Body-centred cubic tungsten at seven volumes, computed with GPAW 26.7.0 using PBE, PAW data sets and plane waves up to 450 eV, without spin polarisation; ground state on a 9×9×9 k mesh. The loss peak is from the RPA response along x, with the intraband term, 17 bands, a 30×30×30 k mesh and a broadening of 0.1 eV.

```csv
volume (Å³/atom),shortest distance (Å),loss peak energy (eV)
14.897,2.685,25.495
15.214,2.704,25.284
15.531,2.722,24.869
15.848,2.741,24.460
16.165,2.759,24.058
16.482,2.777,23.860
16.799,2.794,23.467
```

**What the peak is**

A fast electron that crosses a metal gives up energy in preferred amounts, and the loss peak energy $E$ in the table is the most prominent of these. In tungsten it falls in every row as the crystal is expanded, by 2.0 eV in all, while the volume per atom $V$ grows by 13 %. The crystal keeps its body-centred cubic structure throughout, so only the spacing of the atoms changes. The peaks come from a linear-response calculation in the random-phase approximation (RPA) on non-magnetic PBE bands. The response used a mesh of 30×30×30 k points, the ground state one of 9×9×9.

The natural reading of such a peak is a volume plasmon, a collective swing of the valence electrons against the ions. If the electrons are pushed sideways, charge piles up on one side and is missing on the other, and the resulting field pulls them back. More electrons per volume make a stronger field and a faster swing. Expansion thins the electrons out, so the peak must move down.

**First limit: electrons that are free**

Suppose that the valence electrons feel no binding at all. Their plasmon energy $E_p$ then depends on their density alone,

$$E_p^2 = \frac{4\pi e^2\hbar^2}{m}\,\frac{N}{V},$$

where $N$ is the number of valence electrons per atom, $e$ and $m$ are the charge and mass of the electron, and $\hbar$ is the reduced Planck constant. Tungsten has $N = 6$. For the most compressed crystal this gives 23.6 eV, against a computed peak at 25.5 eV.

An estimate with no adjustable constant thus comes within 2 eV of the peak, which is the main support for calling it a plasmon. The stricter test would be to see the real part of the dielectric function pass through zero near the peak. The dielectric function was not kept, so the assignment rests on the energy and on its trend.

The trend shows that density is not the whole story. For free electrons the energy goes as $V^{-1/2}$, and a peak that starts at 25.5 eV should then fall by 1.5 eV over the series. It falls by 2.0 eV. The difference is more than two steps of the frequency grid on which the peaks were located, so it is not a matter of rounding.

**Second limit: electrons bound with a fixed strength**

Electrons in a transition metal are not free in this sense. Much of their response to light consists of jumps from filled to empty bands, each of which costs a definite energy. The calculation bears this out: the part of the response that belongs to freely accelerated electrons, the Drude term, makes up only 6 to 8 % of the free-electron value of $E_p^2$. This term carries a warning about its mesh, but it would have to be wrong several-fold to overturn the conclusion that jumps between bands dominate.

The simplest picture of such electrons puts all of them on springs with one mean transition energy $E_0$. The plasmon lies where the dielectric function vanishes,

$$1+\frac{E_p^2}{E_0^2-E^2}=0 \quad\Rightarrow\quad E^2=E_p^2+E_0^2 .$$

The spring adds to the pull of the piled-up charge, and the peak moves above the free-electron energy. This is the side on which the computed peak lies in all rows. The gap corresponds to an $E_0$ of the order of 10 eV, a plausible size for transitions among and out of the tungsten d bands.

A spring of fixed strength, however, makes the trend worse. It adds a constant to $E^2$ that expansion leaves alone, and so dilutes the effect of density. Between the first and last rows $E_p^2$ drops by $23.57^2-22.19^2\approx 63$ eV², which would bring the peak from 25.5 eV only to $\sqrt{25.5^2-63}\approx 24.2$ eV. The computed peak ends at 23.5 eV. Within this picture, the spring itself must soften as the crystal expands.

**Why the spring softens**

There is a good reason for it to do so. The d orbitals of tungsten are compact, and the spread of their bands in energy comes mainly from the overlap between neighbours. That overlap falls steeply with the distance $d$ between atoms, roughly as $d^{-5}$. The shortest distance grows by only 4 % over the series, yet by this rule the separation of bonding from antibonding d levels shrinks by nearly a fifth.

On this account, expansion lowers the peak twice. It weakens the field of the displaced charge, because there are fewer electrons per volume, and it lowers the cost of the jumps between bands, because neighbouring atoms overlap less. The first effect follows from electrostatics. The second is a theoretical argument that fits the numbers, since the calculation does not separate the contributions of individual bands, and jumps from the d bands to higher ones need not follow the d overlap so closely.

If $E_0$ follows the d overlap, then $E_0^2$ goes as $d^{-10}$, and only its size at the mean distance is left to choose. Fitted to all seven rows, that size is 77 eV². For the most expanded crystal, which was part of the fit, the estimate runs as follows:

- Free-electron part: $4\pi e^2\hbar^2/m = 4\pi\times 14.40\times 7.62\approx 1379$ eV² Å³, so $E_p^2 = 1379\times 6/16.799\approx 492$ eV².
- Band part: the mean shortest distance is 2.740 Å, so $E_0^2 = 77\times(2.740/2.794)^{10}\approx 63$ eV².
- Peak: $E=\sqrt{492+63}\approx 23.6$ eV, against 23.5 eV computed.

**How far the model carries**

The density law can be given the same freedom, one scale factor fitted to all seven rows. Its largest miss is then 0.32 eV, and it runs too low on the compressed side and too high on the expanded side. With the softening spring the largest miss is 0.14 eV. That is less than one grid step but more than half of one, so rounding does not excuse every remaining miss.

The excess of $E^2$ over $E_p^2$ gives a more direct test. From the first row to the last it shrinks to 0.62 of its value, where the d overlap asks for 0.67. Bands of nearly free electrons, whose energies go as $d^{-2}$, would give 0.85. Half a grid step at each end moves the computed ratio by less than 0.1, so rounding alone could explain the miss of the steep law but not that of the gentle one. This verdict holds only for the split assumed here, six unscreened electrons plus one spring. If the whole peak energy scaled as $d^{-2}$, that is as $V^{-2/3}$, the first row would lead to 23.53 eV in the last, within half a grid step of the computed 23.467 eV. The end-to-end fall therefore does not single out the d overlap.

One weakness of the calculation bears directly on this comparison. The response includes a fixed number of bands, and the energy range that they span changes with the volume; the runs also warn that their optical matrix elements are incomplete. Four of the 17 bands hold shallow core electrons. The other 13 are expected to end in the energy range of the peak itself, and for nearly free bands that cut moves as $V^{-2/3}$, close to the slope found. Some of the excess, and some of its change, may come from there. The Drude term adds a second doubt: its plasma energy falls from 6.72 to 5.57 eV, which in squares is about 9 eV² more than dilution explains, a quarter of the drop of about 36 eV² in the excess. In a converged calculation that weight is expected to pass to jumps between bands, but the term carries a warning about its mesh. The model has a gap of its own: the calculation also includes eight shallow core electrons per atom, whose response is expected to pull the peak down somewhat, so the excess is not a clean measure of $E_0^2$. The direction of the trend is safe, since dilution alone gives most of the fall. Its extra steepness is less so: the softening of the d-band transitions is a plausible cause that fits the rows, but a run with many more bands would be needed to tell it apart from the effect of the band cut.

**Why the steps are uneven**

From row to row the peak drops by about 0.2 eV or about 0.4 eV, with nothing in between. This looks like a change of behaviour at certain volumes, but it comes from the frequency grid. Near these energies the grid points lie about 0.2 eV apart, and each peak is reported at one of them. A drop can therefore be only a whole number of steps.

Over the series the peak moves by ten grid steps in six intervals, fewer than two per interval on average. Even a perfectly steady fall must then appear as a mixture of single and double steps. A straight line through the grid numbers, fitted against volume and rounded to the nearest whole number, returns all seven rows. The small drops after the first and fifth rows need no cause in the electronic structure.

**Reading a shift**

End to end, the peak energy goes roughly as $V^{-0.7}$, so an expansion of 1 % lowers it by about 0.7 %, or 0.17 eV. If this slope survives a larger number of bands, someone who inferred the expansion of this crystal from the peak with the free-electron law would overestimate it by about two fifths, since $0.69/0.5\approx 1.4$. For a related metal the same reasoning suggests two questions: how fast the valence electrons are diluted, and whether the transitions that stiffen their motion become cheaper as the atoms move apart. If the transition energies fall faster, in proportion, than the free-electron plasmon energy, the peak should fall faster than the density law says.

The fits and the row-by-row comparison are in the output that follows.

Output of the analysis:

```
fit of grid on 7 rows: constant 328.9 +/- 3.2, coefficient of vol -5.408 +/- 0.2; rms 0.286, worst 16.165 0.429, leave-one-out rms 0.403
fit of loss_peak_energy on 7 rows: coefficient of fe 1.072 +/- 0.0038; rms 0.214, worst 16.799 0.318, leave-one-out rms 0.249
fit of excess on 7 rows: coefficient of dband 77.43 +/- 1.7; rms 4.12, worst 15.214 -7.03, leave-one-out rms 4.81
Peak, grid and models:
     row  grid number  straight line in grid numbers  free-electron estimate eV  apparent electrons per atom  miss of density law eV  miss with d-band term eV
  14.897          248                          248.3                      23.57                        7.023                 -0.2371                  0.005685
  15.214          247                          246.6                      23.32                        7.054                 -0.2906                   -0.1394
  15.531          245                          244.9                      23.08                        6.966                  -0.132                   -0.0603
  15.848          243                          243.1                      22.85                        6.877                 0.02838                   0.01965
  16.165          241                          241.4                      22.62                        6.785                  0.1891                    0.1106
  16.482          240                          239.7                       22.4                        6.805                  0.1528                  0.008931
  16.799          238                            238                      22.19                        6.709                  0.3181                    0.1178
Total fall of the peak, eV: 2.028
Fall expected from density alone, starting at the first peak, eV: 1.487
Grid spacing at the highest peak, eV: 0.2114
Grid spacing at the lowest peak, eV: 0.1944
Growth of volume over the series, percent: 12.77
Exponent of the peak energy in volume, end to end (density alone gives -0.5): -0.6898
Excess of squared energy over free electrons, last row over first: 0.6152
The same ratio if band energies go as distance to the power -5: 0.6717
The same ratio if band energies go as distance to the power -2: 0.8528
Drude share of the free-electron squared energy, largest, percent: 8.132
Drude share of the free-electron squared energy, smallest, percent: 6.3
Largest miss of the density law, eV: 0.3181
Largest miss with the d-band term, eV: 0.1394
```
